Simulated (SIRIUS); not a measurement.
Runs of SIRIUS 7.12.0 on BaTiO3. It takes space group R3m (No. 160, trigonal). Conventional cell: a = 5.655 Å, b = 5.655 Å, c = 6.955 Å, α = 90.00°, β = 90.00°, γ = 120.00°. Ba (site symmetry 3m) is surrounded by 12 O at 2.79 to 2.89 Å. Around Ti (site symmetry 3m) lie 6 O at 1.87 to 2.14 Å. O (site symmetry m) has 2 Ti at 1.87 to 2.14 Å as nearest neighbours. 

```csv
level,gap on the mesh (eV),pressure (GPa),relaxed volume (Å³/atom),largest force (eV/Å)
PBEsol+D4,2.85,-0.1,12.70,0.02
PBEsol,(a),0.1,(b),0.01
PBEsol+D3(BJ),2.80,-0.1,12.54,0.02
PBEsol+D3,2.84,-0.1,12.69,0.02
```

Alike in all rows: task relaxation of cell and atoms; potentials or basis PseudoDojo 0.4.1 PBE standard (scalar relativistic); no spin polarisation; cell relaxed; k mesh 3 × 3 × 3; cutoff (eV) 1152; smearing fermi-dirac 0.05 eV; the mesh is coarse, so values aren't converged.

Estimate the missing entries.

(a) 2.89; (b) 12.85.

Caveats: all runs use coarse meshes; this release of the barium file is off; the potentials were made for another functional, which shifts forces and pressure; spin-orbit coupling is left out, which moves the levels of the heavy elements; an odd mesh through Γ misses points on the zone boundary, where band edges often lie.

A k mesh can miss the band edges, and the runs leave out spin-orbit coupling on Ba.
